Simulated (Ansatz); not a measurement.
Cu Kα1 powder pattern (kinematic, no thermal factors).
```tsv
2θ (°)	relative intensity
17.52	62
18.63	44
19.86	100
25.68	27
30.58	40
33.31	38
35.46	3
36.05	29
36.73	24
37.77	5
40.35	3
41.92	5
45.84	16
47.51	9
48.52	25
49.36	13
51.23	16
51.46	8
52.77	3
54.36	8
56.11	19
57.97	8
58.10	1
60.85	9
61.18	2
62.23	3
63.66	8
66.59	3
66.97	8
67.08	8
67.41	8
68.09	5
69.64	12
69.83	3
69.94	3
71.83	3
73.78	8
75.81	3
76.46	4
78.23	2
79.18	2
80.06	2
81.93	3
83.16	2
83.62	4
83.92	4
86.00	7
86.17	2
88.07	3
88.49	4
88.70	4
89.93	5
```

The pattern is computed from a structure relaxed with Ansatz, DFT PBE, scalar-relativistic, plane waves, PAW. No spin polarisation. Its elements are Hf, O, Si.

Problem. Give the structure.

Solution. HfSiO4.
Space group P6_3mc (No. 186). a = 5.842 Å, b = 5.842 Å, c = 9.518 Å, α = 90.00°, β = 90.00°, γ = 120.00°
| atom | site | symmetry | x | y | z |
| --- | --- | --- | --- | --- | --- |
| Hf | 2b | 3m. | 0.3333 | 0.6667 | 0.4379 |
| Si | 2b | 3m. | 0.3333 | 0.6667 | 0.0624 |
| O | 2b | 3m. | 0.3333 | 0.6667 | 0.2339 |
| O | 6c | .m. | 0.4854 | 0.9709 | 0.0052 |

A pattern alone doesn't exclude other cells with like lines; this is the one computed.

It was reached by relaxing an invented guess, and it needn't be the stable form of this composition.
